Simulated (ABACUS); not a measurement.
Cr, 1 atom in the cell. The structure is cubic, space group Im-3m (No. 229). The conventional cell has a = 2.969 Å, b = 2.969 Å, c = 2.969 Å, α = 90.00°, β = 90.00°, γ = 90.00°. Cr (site symmetry m-3m) has 8 Cr at 2.57 Å as nearest neighbours. 

```yaml
Program: ABACUS 3.10.1
Task: single point
Functional: BLYP
Potentials_or_basis: PseudoDojo NC SR 0.5 PBE standard
Cutoff: 1361 eV
Density_cutoff: 5442 eV
Basis: DZP LCAO (the cutoffs set its grid)
k_mesh: 11 × 11 × 11
Occupations: fermi-dirac, width 0.05 eV
Spin: collinear spin, ferromagnetic start
Starting_moments: "[3.0] μB"
Orbital_files: Cr Cr_confined-atom_7au_3s2p2d1f.orb
Radial_cutoff_of_the_potentials_pseudo_rcut: 10 bohr
SCF_threshold_on_the_density: 1e-07
Max_SCF_steps: 100
Eigensolver: genelpa
Mixing: broyden
Mixing_share: 0.4
Symmetry_key: 1
```

Potentials or basis: PseudoDojo NC SR 0.5 PBE standard, DZP LCAO (the cutoffs set its grid).

Run with:

```console
$ OMP_NUM_THREADS=1 mpirun -np 4 abacus > log
```

Hardware: 4 MPI ranks on Intel(R) Xeon(R) Platinum 8488C (Sapphire Rapids) (shared host).

How long does it take, and how much memory?

It took 9.9 s on 4 MPI ranks on Intel(R) Xeon(R) Platinum 8488C (Sapphire Rapids), on a shared host, peak memory 0.4 GiB a rank. Counts: scf iterations 14, k points 56, bands 19, basis 26, ranks 4.
